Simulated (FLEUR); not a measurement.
# free Co(001) film, 3 layers: parallel and opposed starts

Wanted: the moments of free Co(001) film, 3 layers and the energy of each order that was tried.

Main program and level: FLEUR MaX-R8.1; LDA (VWN); all-electron FLAPW film, Dirac cores, scalar-relativistic bands.

## (1) The structure

The cell holds 3 atoms: 3 Co. Its edges and angles: a = 2.507 Å, b = 2.507 Å, c = 17.545 Å, α = 90.0°, β = 90.0°, γ = 90.0°. Layers at typed spacings, unrelaxed. Vacuum lies along c.

Structure file:

```xyz
3
Lattice="2.5067 0.0000 0.0000 0.0000 2.5067 0.0000 0.0000 0.0000 17.5450" Properties=species:S:1:pos:R:3
Co    0.0000    0.0000    7.0000
Co    1.2533    1.2533    8.7725
Co    0.0000    0.0000   10.5450
```

## (2) Start 1: ferro +++

The parallel start is the test of whether parallel moments hold.

inpgen writes inp.xml from crystal.txt; cutoffs, mixing, functional, smearing and local orbitals are then set in the file. The k list default-1 (kpts.xml, not shown) is a Γ-centred 12×12×1 mesh; where the ranks do not divide the number of points, some are split in two of half the weight.

inp.xml

```
<?xml version="1.0" encoding="UTF-8" standalone="no"?>
<fleurInput fleurInputVersion="0.39">
   <comment>
      Co
   </comment>
   <calculationSetup>
      <cutoffs Kmax="3.64" Gmax="10.9" GmaxXC="10.9" numbands="0"/>
      <scfLoop itmax="120" minDistance="0.00002" maxIterBroyd="15" imix="Anderson" alpha="0.03" precondParam="0.0" spinf="2.0" sdNocoIR="T"/>
      <coreElectrons ctail="T" frcor="F" kcrel="1" coretail_lmax="0"/>
      <xcFunctional name="vwn" relativisticCorrections="F"/>
      <magnetism jspins="2"/>
      <soc l_soc="F" theta="0.0" phi="0.0" spav="F"/>
      <expertModes spex="0" secvar="F"/>
      <geometryOptimization l_f="F" forcealpha="1.0" forcemix="BFGS" epsdisp="0.00001" epsforce="0.00001"/>
      <ldaU l_linMix="F" mixParam="0.05" spinf="1.0"/>
   </calculationSetup>
   <cell>
      <bzIntegration valenceElectrons="51.0" mode="hist" fermiSmearingEnergy="0.00183747">
         <kPointListSelection listName="default-1"/>
         <xi:include xmlns:xi="http://www.w3.org/2001/XInclude" href="kpts.xml"> </xi:include>
      </bzIntegration>
      <xi:include xmlns:xi="http://www.w3.org/2001/XInclude" href="sym.xml"> </xi:include>
      <filmLattice scale="1.0" dVac="12.0" dTilda="14.5">
         <bravaisMatrixFilm>
            <row-1>    4.7369764765348199     0.0000000000000000</row-1>
            <row-2>    0.0000000000000000     4.7369764765348199</row-2>
         </bravaisMatrixFilm>
         <vacuumEnergyParameters vacuum="1" spinUp="-.25" spinDown="-.25"/>
      </filmLattice>
   </cell>
   <atomSpecies>
      <species name="Cobalt (Co2.000" element="Co" atomicNumber="27">
         <mtSphere radius="2.25" gridPoints="745" logIncrement="0.016"/>
         <atomicCutoffs lmax="8" lnonsphr="6"/>
         <electronConfig flipSpins="F">
            <coreConfig>(1s1/2) (2s1/2) (2p1/2) (2p3/2)</coreConfig>
            <valenceConfig>(3s1/2) (3p1/2) (3p3/2) (4s1/2) (3d3/2) (3d5/2)</valenceConfig>
            <stateOccupation state="(3d3/2)" spinUp="1.5" spinDown="1.3"/>
            <stateOccupation state="(3d5/2)" spinUp="3.0" spinDown="1.2"/>
         </electronConfig>
         <energyParameters s="4" p="4" d="3" f="4"/>
         <lo type="SCLO" l="0" n="3" eDeriv="0"/>
         <lo type="SCLO" l="1" n="3" eDeriv="0"/>
      </species>
   </atomSpecies>
   <atomGroups>
      <atomGroup species="Cobalt (Co2.000">
         <filmPos label="                   1">.0000000000 .0000000000 -3.3495417669</filmPos>
         <filmPos label="                   3">.0000000000 .0000000000 3.3495417669</filmPos>
         <force calculate="T" relaxXYZ="TTT"/>
      </atomGroup>
      <atomGroup species="Cobalt (Co2.000">
         <filmPos label="                   2">1.000/2.000 1.000/2.000 .0000000000</filmPos>
         <force calculate="T" relaxXYZ="TTT"/>
      </atomGroup>
   </atomGroups>
   <output dos="F" band="F" slice="F">
      <bandDOS minEnergy="-.5*Htr" maxEnergy="0.5*Htr" sigma="0.015" storeEVData="T"/>
      <plotting iplot="0" polar="F">
         <plot TwoD="T" vec1="  1.0  0.0  0.0" vec2="  0.0  1.0  0.0" vec3="  0.0  0.0  1.0" zero="  0.0  0.0 -0.5" file="plot"/>
      </plotting>
      <moessbauerParams electricFieldGradient="F" isomerShift="T" coreHyperfine="T" valenceHyperfine="T"/>
   </output>
</fleurInput>
```

crystal.txt

```
Co
&input film=T cartesian=F /
2.50670000000  0.00000000000  0.00000000000
0.00000000000  2.50670000000  0.00000000000
0.00000000000  0.00000000000  1.00000000000
1.8897261246
1.0 1.0 1.0

3
27 0.00000000000  0.00000000000  -3.34954176688 : 2.000
27 0.50000000000  0.50000000000  0.00000000000 : 2.000
27 0.00000000000  0.00000000000  3.34954176688 : 2.000

&kpt div1=12 div2=12 div3=1 gamma=T /
```

Command:

```bash
OMP_NUM_THREADS=1 inpgen -f crystal.txt > inpgen.log  # inp.xml is then edited as shown
OMP_NUM_THREADS=1 mpirun -n 4 fleur_MPI > fleur.log
```

The program printed:

```text
Welcome to FLEUR        (www.flapw.de)
      MaX-Release 8.1          (www.max-centre.eu)

 ========== k-point set info ==========
 Selected k-point list: default-1
 k-point list type: mesh
 12 x 12 x 1
 Number of k points: 28

 ------------Calculation Setup---------------------------
 Number of MPI-tasks      :            4
 Number of PE/node        :            4
 Number of OMP-threads    :            1
 k-points in parallel     :            4
 pe's per k-point         :            1
 No of k-point loops      :            7
 Eigenvalue solver        :       lapack
 Number of basis functions:          292
 Approximate size of matrices (H+S) per k-point:         0.001 GB
 --------------------------------------------------------
 [... lines of the core solver left out ...]
 Iteration:     1   Distance:      31.81177165 me/bohr^3
 [... lines of the core solver left out ...]
 Iteration:     2   Distance:      11.12902906 me/bohr^3
 [... lines of the core solver left out ...]
 Iteration:     3   Distance:      13.83538721 me/bohr^3
 [... lines of the core solver left out ...]
 Iteration:     4   Distance:       8.88051169 me/bohr^3
 [... lines of the core solver left out ...]
 Iteration:     5   Distance:       6.99919182 me/bohr^3
 [... lines of the core solver left out ...]
 Iteration:     6   Distance:       6.54607636 me/bohr^3
 [... lines of the core solver left out ...]
 Iteration:     7   Distance:       4.04650187 me/bohr^3
 [... lines of the core solver left out ...]
[... rest left out ...]

--- out.xml (last complete iteration) ---
<iteration numberForCurrentRun="   29" overallNumber="   29">
         <energyParameters units="Htr">
            <atomicEP atomType="1" spin="1" branch="4s" branchLowest="-3.68" branchHighest="1.33" value="-0.3164244112"/>
            <atomicEP atomType="1" spin="1" branch="4p" branchLowest="-2.33" branchHighest="1.93" value="-0.1756888722"/>
            <atomicEP atomType="1" spin="1" branch="3d" branchLowest="-9.99" branchHighest="-0.15" value="-0.2714256693"/>
            <atomicEP atomType="1" spin="1" branch="4f" branchLowest="-9.99" branchHighest="3.14" value="0.1439246618"/>
            <loAtomicEP atomType="1" spin="1" branch="3s" branchLowest="-32.88" branchHighest="-3.68" value="-3.6840356700"/>
            <loAtomicEP atomType="1" spin="1" branch="3p" branchLowest="-28.18" branchHighest="-2.33" value="-2.3495858015"/>
            <atomicEP atomType="2" spin="1" branch="4s" branchLowest="-3.68" branchHighest="1.33" value="-0.3358809344"/>
            <atomicEP atomType="2" spin="1" branch="4p" branchLowest="-2.33" branchHighest="1.93" value="-0.1974892224"/>
            <atomicEP atomType="2" spin="1" branch="3d" branchLowest="-9.99" branchHighest="-0.15" value="-0.2755281105"/>
            <atomicEP atomType="2" spin="1" branch="4f" branchLowest="-9.99" branchHighest="3.14" value="0.1206440271"/>
            <loAtomicEP atomType="2" spin="1" branch="3s" branchLowest="-32.89" branchHighest="-3.68" value="-3.6856951538"/>
            <loAtomicEP atomType="2" spin="1" branch="3p" branchLowest="-28.19" branchHighest="-2.33" value="-2.3510145028"/>
            <vacuumEP vacuum="1" spin="1" vzIR="-0.2673213901" vzInf="-0.0000234857" value="-0.2500234857"/>
            <atomicEP atomType="1" spin="2" branch="4s" branchLowest="-3.60" branchHighest="1.38" value="-0.3080239480"/>
            <atomicEP atomType="1" spin="2" branch="4p" branchLowest="-2.26" branchHighest="1.97" value="-0.1701294281"/>
            <atomicEP atomType="1" spin="2" branch="3d" branchLowest="-9.99" branchHighest="-0.08" value="-0.2132887305"/>
            <atomicEP atomType="1" spin="2" branch="4f" branchLowest="-9.99" branchHighest="3.18" value="0.1473827102"/>
            <loAtomicEP atomType="1" spin="2" branch="3s" branchLowest="-32.84" branchHighest="-3.60" value="-3.6063624384"/>
            <loAtomicEP atomType="1" spin="2" branch="3p" branchLowest="-28.15" branchHighest="-2.26" value="-2.2743599777"/>
            <atomicEP atomType="2" spin="2" branch="4s" branchLowest="-3.61" branchHighest="1.37" value="-0.3344785611"/>
            <atomicEP atomType="2" spin="2" branch="4p" branchLowest="-2.26" branchHighest="1.97" value="-0.1988311914"/>
            <atomicEP atomType="2" spin="2" branch="3d" branchLowest="-9.99" branchHighest="-0.08" value="-0.2247365402"/>
            <atomicEP atomType="2" spin="2" branch="4f" branchLowest="-9.99" branchHighest="3.18" value="0.1172654336"/>
            <loAtomicEP atomType="2" spin="2" branch="3s" branchLowest="-32.85" branchHighest="-3.61" value="-3.6139497255"/>
            <loAtomicEP atomType="2" spin="2" branch="3p" branchLowest="-28.16" branchHighest="-2.26" value="-2.2816892158"/>
            <vacuumEP vacuum="1" spin="2" vzIR="-0.2637395648" vzInf="-0.0000234857" value="-0.2500234857"/>
         </energyParameters>
         <bandgap value="0.0206564577" units="eV"/>
         <sumValenceSingleParticleEnergies value="-70.7355638574" units="Htr"/>
         <FermiEnergy value="-0.1852808594" units="Htr"/>
         <valenceDensity>
            <mtCharges spin="1">
               <mtCharge atomType="1" total="8.8120338" s="1.1933486" p="3.1210404" d="4.4868152" f="0.0082019"/>
               <mtCharge atomType="2" total="8.7926625" s="1.1951044" p="3.1695126" d="4.4114131" f="0.0127016"/>
            </mtCharges>
            <mtCharges spin="2">
               <mtCharge atomType="1" total="6.9512444" s="1.1912540" p="3.1282206" d="2.6220149" f="0.0075845"/>
               <mtCharge atomType="2" total="7.1256212" s="1.2025319" p="3.1970327" d="2.7110429" f="0.0114947"/>
            </mtCharges>
            <spinDependentCharge spin="1" total="28.1597397" interstitial="1.6344319" mtSpheres="26.4167301" vacuum1="0.0542888"/>
            <spinDependentCharge spin="2" total="22.8402606" interstitial="1.7079969" mtSpheres="21.0281101" vacuum1="0.0520768"/>
            <totalCharge value="51.0000002312"/>
         </valenceDensity>
         <allElectronCharges>
            <spinDependentCharge spin="1" total="43.1597509" interstitial="1.6344319" mtSpheres="41.4167413" vacuum1="0.0542888"/>
            <spinDependentCharge spin="2" total="37.8402494" interstitial="1.7079969" mtSpheres="36.0280988" vacuum1="0.0520768"/>
            <totalCharge value="81.0000002320"/>
         </allElectronCharges>
         <magneticMomentsInMTSpheres units="muBohr">
            <globalMagMoment atomType="1" vec="0.00000   0.00000   1.86080"/>
            <localMagMoment atomType="1" vec="0.00000   0.00000   1.86080"/>
            <globalMagMoment atomType="2" vec="0.00000   0.00000   1.66705"/>
            <localMagMoment atomType="2" vec="0.00000   0.00000   1.66705"/>
         </magneticMomentsInMTSpheres>
         <moessbauerParams unitsHFF="kG" unitsIS="e/bohr^3" unitsEFG="Htr/bohr^2">
            <coreHyperfineField atomType="1" hffTotal="-484.90666" isTotal="16980.05024">
               <shell n="1" l="0" hff="-19.24489" isomerShift="15498.55931"/>
               <shell n="2" l="0" hff="-467.35156" isomerShift="1472.68419"/>
               <shell n="2" l="1" hff="1.68979" isomerShift="8.80675"/>
            </coreHyperfineField>
            <coreHyperfineField atomType="2" hffTotal="-451.97849" isTotal="16979.92181">
               <shell n="1" l="0" hff="-17.39211" isomerShift="15498.48384"/>
               <shell n="2" l="0" hff="-436.17136" isomerShift="1472.63201"/>
               <shell n="2" l="1" hff="1.58498" isomerShift="8.80596"/>
            </coreHyperfineField>
            <isomerShift atomType="1" nucleusRadius="0.0000919" averageDensity="17203.53845"/>
            <isomerShift atomType="2" nucleusRadius="0.0000919" averageDensity="17203.70378"/>
         </moessbauerParams>
         <totalEnergy value="    -4173.3745392882" units="Htr">
            <sumOfEigenvalues value="    -2444.8267328708">
               <coreElectrons value="-2374.0911690135"/>
               <valenceElectrons value="-70.7355638574"/>
            </sumOfEigenvalues>
            <densityCoulombPotentialIntegral value="-6450.0574172027"/>
            <densityEffectivePotentialIntegral value="-6677.5618442320"/>
            <chargeDenXCDenIntegral value="-171.8597108928"/>
            <FockExchangeEnergyValence value="0.0000000000"/>
            <FockExchangeEnergyCore value="0.0000000000"/>
            <atomTypeDependentContributions atomType="1">
               <electronNucleiInteractionDifferentMTs value="3329.8716839567"/>
               <MadelungTerm value="-9.6308524285"/>
            </atomTypeDependentContributions>
            <atomTypeDependentContributions atomType="2">
               <electronNucleiInteractionDifferentMTs value="1665.8874673526"/>
               <MadelungTerm value="-3.8312274174"/>
            </atomTypeDependentContributions>
            <tkbTimesEntropy value="0.0014941207"/>
            <freeEnergy value="-4173.3760334089"/>
            <extrapolationTo0K value="-4173.3752863486"/>
         </totalEnergy>
         <densityConvergence units="me/bohr^3">
            <chargeDensity spin="1" distance="0.0000033051"/>
            <chargeDensity spin="2" distance="0.0000033270"/>
            <overallChargeDensity distance="0.0000029252"/>
            <spinDensity distance="0.0000059521"/>
         </densityConvergence>
      </iteration>
```

Wall time 19 s (4 MPI ranks of Arm Neoverse V2, shared host); peak memory 0.23 GiB.

Spin moment in the muffin-tin sphere by atom:

```
atom  spin moment in the muffin-tin sphere (μB)
 Co1                                       1.86
 Co2                                       1.67
 Co3                                       1.86
```

Read from the output:

* free energy: -113563.3472 eV
* program's band gap on this mesh (in a metal only a level spacing): 0.02066 eV
* magnetization: 5.319 μB
* final state: ferromagnetic

After 29 cycles the largest moment stands at 1.86 μB.

## (3) Start 2: ferri +-+

Reversing part of the moments tests the sign of the couplings between them.

inp.xml, as its differences from that of step 2:

```diff
@@ -44,2 +44,15 @@
       </species>
+      <species name="Cobalt (Co-2.000" element="Co" atomicNumber="27">
+         <mtSphere radius="2.25" gridPoints="745" logIncrement="0.016"/>
+         <atomicCutoffs lmax="8" lnonsphr="6"/>
+         <electronConfig flipSpins="F">
+            <coreConfig>(1s1/2) (2s1/2) (2p1/2) (2p3/2)</coreConfig>
+            <valenceConfig>(3s1/2) (3p1/2) (3p3/2) (4s1/2) (3d3/2) (3d5/2)</valenceConfig>
+            <stateOccupation state="(3d3/2)" spinUp="1.3" spinDown="1.5"/>
+            <stateOccupation state="(3d5/2)" spinUp="1.2" spinDown="3.0"/>
+         </electronConfig>
+         <energyParameters s="4" p="4" d="3" f="4"/>
+         <lo type="SCLO" l="0" n="3" eDeriv="0"/>
+         <lo type="SCLO" l="1" n="3" eDeriv="0"/>
+      </species>
    </atomSpecies>
@@ -51,3 +64,3 @@
       </atomGroup>
-      <atomGroup species="Cobalt (Co2.000">
+      <atomGroup species="Cobalt (Co-2.000">
          <filmPos label="                   2">1.000/2.000 1.000/2.000 .0000000000</filmPos>
```

crystal.txt, as its differences from that of step 2:

```diff
@@ -10,3 +10,3 @@
 27 0.00000000000  0.00000000000  -3.34954176688 : 2.000
-27 0.50000000000  0.50000000000  0.00000000000 : 2.000
+27 0.50000000000  0.50000000000  0.00000000000 : -2.000
 27 0.00000000000  0.00000000000  3.34954176688 : 2.000
```

The program printed:

```text
[banner, memory and clock lines left out]
Welcome to FLEUR        (www.flapw.de)
      MaX-Release 8.1          (www.max-centre.eu)

 ========== k-point set info ==========
 Selected k-point list: default-1
 k-point list type: mesh
 12 x 12 x 1
 Number of k points: 28

 [... set-up left out ...]
 Iteration:     1   Distance:      38.90467002 me/bohr^3
 [... lines of the core solver left out ...]
 Iteration:     2   Distance:      16.25709892 me/bohr^3
 [... lines of the core solver left out ...]
 Iteration:     3   Distance:      17.23749942 me/bohr^3
 [... lines of the core solver left out ...]
 Iteration:     4   Distance:      27.62222390 me/bohr^3
 [... lines of the core solver left out ...]
 Iteration:     5   Distance:      11.62387292 me/bohr^3
 [... lines of the core solver left out ...]
 Iteration:     6   Distance:      10.65648146 me/bohr^3
 [... lines of the core solver left out ...]
 Iteration:     7   Distance:       8.23020675 me/bohr^3
 [... lines of the core solver left out ...]
[... rest left out ...]

--- out.xml (last complete iteration) ---
<iteration numberForCurrentRun="  120" overallNumber="  120">
         [... left out ...]
         <bandgap value="0.0046120261" units="eV"/>
         <sumValenceSingleParticleEnergies value="-70.8737821178" units="Htr"/>
         <FermiEnergy value="-0.1910357615" units="Htr"/>
         [... left out ...]
         <magneticMomentsInMTSpheres units="muBohr">
            <globalMagMoment atomType="1" vec="0.00000   0.00000   1.59811"/>
            <globalMagMoment atomType="2" vec="0.00000   0.00000  -1.25038"/>
         </magneticMomentsInMTSpheres>
         [... left out ...]
         <totalEnergy value="    -4173.3500702490" units="Htr">
            <sumOfEigenvalues value="    -2445.0913960087">
               <coreElectrons value="-2374.2176138909"/>
               <valenceElectrons value="-70.8737821178"/>
            </sumOfEigenvalues>
         [... left out ...]
            <freeEnergy value="-4173.3525108227"/>
            <extrapolationTo0K value="-4173.3512905358"/>
         </totalEnergy>
         <densityConvergence units="me/bohr^3">
            <chargeDensity spin="1" distance="1.8760693336"/>
            <chargeDensity spin="2" distance="3.6895529731"/>
            <overallChargeDensity distance="2.6799400153"/>
            <spinDensity distance="5.2041133813"/>
         </densityConvergence>
      </iteration>
```

Wall time 79 s (4 MPI ranks); peak memory 0.23 GiB.

The run stopped without converging, so none of its numbers is a property of the system.

After 120 cycles the density distance stands at 5.2 me/bohr³, above the threshold of 2e-05.

(Continued in part 2 of 2.)

[Logs and program files are shortened in this print: banners, set-up blocks, solver, clock and traceback lines can be left out without a mark of their own.]

[Logs are printed without paths, hosts, clocks, repeated set-up lines and the standing remarks that a program may print on its own settings, such as how far it seeks lower states.]

[Hosts, paths, dates, database ids (printed as entryN), source tags and the programs' standing remarks are cut or masked in the printed files.]

[Where a cell is said to come from a database of computed structures, the database is the Materials Project.]
